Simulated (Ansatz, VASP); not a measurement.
## NaCl in VASP and in Ansatz

The input INCAR:

```
PREC = Accurate
ENCUT = 520
EDIFF = 1E-6
ISMEAR = 0
SIGMA = 0.02
LREAL = F
LASPH = T
NELM = 100
ALGO = Fast
ISIF = 2
LWAVE = F
LCHARG = T
GGA = PS
LELF = T
LVHAR = T
NBANDS = 14
```

File KPOINTS:

```
Automatic mesh
0
Gamma
  8 8 8
```

POSCAR

```
NaCl
1.0
    0.0335279200      2.8204796350      2.8408682350
    2.9748100100     -0.0517077550      2.9261039100
    2.9511365800      2.8820418800     -0.0280343250
Na Cl
1 1
Direct
    0.0373867750      0.0086377682     -0.0347276419
    0.4626132250      0.4913622318      0.5347276419
```

Input for Ansatz:

```yaml
crystal:
  lattice:
    - [0.03352792, 2.820479635, 2.840868235]
    - [2.97481001, -0.051707755, 2.92610391]
    - [2.95113658, 2.88204188, -0.028034325]
  atoms:
    - { symbol: Na, position: [0.037386775, 0.0086377682, -0.0347276419] }
    - { symbol: Cl, position: [0.462613225, 0.4913622318, 0.5347276419] }
basis:
  ecutwfc: 420
kpoints:
  mp_grid: { grid: [8, 8, 8] }
hamiltonian:
  xc: pbesol
scf:
  occupations: { method: gaussian, width: 0.02 }
output:
  forces: true
  stress: true
  eigenvalues: true
```

Change from the starting cell: all atoms moved at random, cell strained at random.

Alike in both runs: task single point; functional PBEsol; k mesh 8 × 8 × 8; occupations gaussian, width 0.02 eV; no spin polarisation.

```csv
,VASP,Ansatz
version,VASP 6.6.1,Ansatz 0.2.0
potentials or method,"VASP PAW PBE potentials, release 64 (Na_pv, Cl)","scalar-relativistic, plane waves, PAW"
plane-wave cutoff (eV),520,420
valence electrons in the cell,14,16
```

```tsv
	VASP	Ansatz	Ansatz less VASP
gap on the k mesh at the Fermi level (eV)	4.57	4.57	+0.003
least direct gap on the mesh (eV)	4.57	4.57	+0.003
pressure (GPa)	-1.5	-1.5	-0.01
largest component of the traceless stress (GPa)	1.16	1.14	-0.020
rms of the force components (eV/Å)	0.171	0.168	-0.0035
```

Atom by atom the forces differ by 0.003 eV/Å (rms over components). The functional is the same, so the differences come from potentials, cutoffs and numerics. The two sets of potentials don't hold the same shells in valence.

Caveats: the PAW data sets were made with another functional, which shifts forces and pressure a little (VASP). A k mesh can miss the band edges.
